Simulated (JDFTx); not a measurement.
Crystal: BAs.

```
As B
1.0
     0.00000    2.38850    2.38850
     2.38850    0.00000    2.38850
     2.38850    2.38850    0.00000
As B
1 1
Direct
  0.75000 0.75000 0.75000
  0.00000 0.00000 0.00000
```

| Quantity | Value |
| --- | --- |
| Program | JDFTx 1.7.0 (patched build) |
| Task | single point |
| Functional | PBE |
| Potentials or basis | PseudoDojo-SR-PBE-0.5-standard |
| Cutoff | 1143 eV |
| Density cutoff | 4572 eV |
| k mesh | 10 × 10 × 10 |
| Occupations | fermi-dirac, width 0.05 eV |
| Spin | no spin polarisation |

On this cell: pressure 2.7 GPa; largest force zero by symmetry; band gap on the k mesh 1.20 eV, indirect (least direct gap 3.29 eV).

The same run follows on a disturbed copy (atoms moved at random, drawn with an rms of 0.05 Å):

```
As B
1.0
     0.00000    2.38850    2.38850
     2.38850    0.00000    2.38850
     2.38850    2.38850    0.00000
As B
1 1
Direct
  0.74962 0.74959 0.73170
  0.00331 0.97773 0.98514
```

What does the disturbed cell give?

The energy moves by +16.3 meV/atom; pressure 3.0 GPa; largest force 0.998 eV/Å; band gap on the k mesh 0.67 eV, indirect (least direct gap 2.41 eV).

Forces in eV/Å, atoms in the order of the input:
```
As  -0.697  0.195 -0.687
B    0.697 -0.195  0.687
```

Stress tensor (GPa, compression positive):
```
 2.94  1.77 -0.45
 1.77  3.09  1.80
-0.45  1.80  2.95
```

Caveats: forces may be off by hundredths of an eV/Å (some runs).

A k mesh can miss the band edges.
